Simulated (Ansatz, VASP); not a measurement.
One calculation of W, two programs

The input INCAR:

```
PREC = Accurate
ENCUT = 600
EDIFF = 1E-6
ISMEAR = 0
SIGMA = 0.1
LREAL = False
LASPH = True
NELM = 100
ALGO = Normal
ISIF = 3
LWAVE = False
LCHARG = False
GGA = PE
IBRION = 2
NSW = 100
EDIFFG = -0.005
```

Contents of KPOINTS:

```
Automatic mesh
0
Gamma
  18 18 18
```

File POSCAR:

```
W
1.0
   -1.5823450000      1.5823450000      1.5823450000
    1.5823450000     -1.5823450000      1.5823450000
    1.5823450000      1.5823450000     -1.5823450000
W
1
Direct
    0.0000000000      0.0000000000      0.0000000000
```

Input for Ansatz:

```yaml
crystal:
  lattice:
    - [-1.582345, 1.582345, 1.582345]
    - [1.582345, -1.582345, 1.582345]
    - [1.582345, 1.582345, -1.582345]
  atoms:
    - { symbol: W, position: [0.0, 0.0, 0.0] }
basis:
  ecutwfc: 420
kpoints:
  mp_grid: { grid: [18, 18, 18] }
hamiltonian:
  xc: pbe
scf:
  occupations: { method: gaussian, width: 0.1 }
output:
  forces: true
  stress: true
  eigenvalues: true
relax:
  adjacent_minimum: "off"
  f_tol: 0.005
  max_steps: 80
  cell: { stress_tol: 0.05 }
```

Alike in both runs: task relaxation of cell and atoms; functional PBE; k mesh 18 × 18 × 18; occupations gaussian, width 0.1 eV; no spin polarisation.

|  | VASP | Ansatz |
| --- | --- | --- |
| version | VASP 6.6.1 | Ansatz 0.2.0 |
| potentials or method | VASP PAW PBE potentials, release 64 (W_sv) | scalar-relativistic, plane waves, PAW |
| plane-wave cutoff (eV) | 600 | 420 |
| valence electrons in the cell | 14 | 14 |

```csv
,VASP,Ansatz,Ansatz less VASP
"gap on the k mesh at the Fermi level, each at its own relaxed structure (eV)",none,none,-
relaxed volume (Å³/atom),16.16,16.13,-0.030
relaxed cell length with the largest relative difference (Å),2.759,2.757,-0.0017
energy change over the relaxation (meV/atom),-6,-5,+1.1
```

A gap of «none» marks a metal or a gap that the smearing closes.

The runs have no spin-orbit coupling, so splittings on W are missing. Zero-point motion and thermal expansion aren't in these numbers. PBE usually gives volumes a little too large and moduli too small.
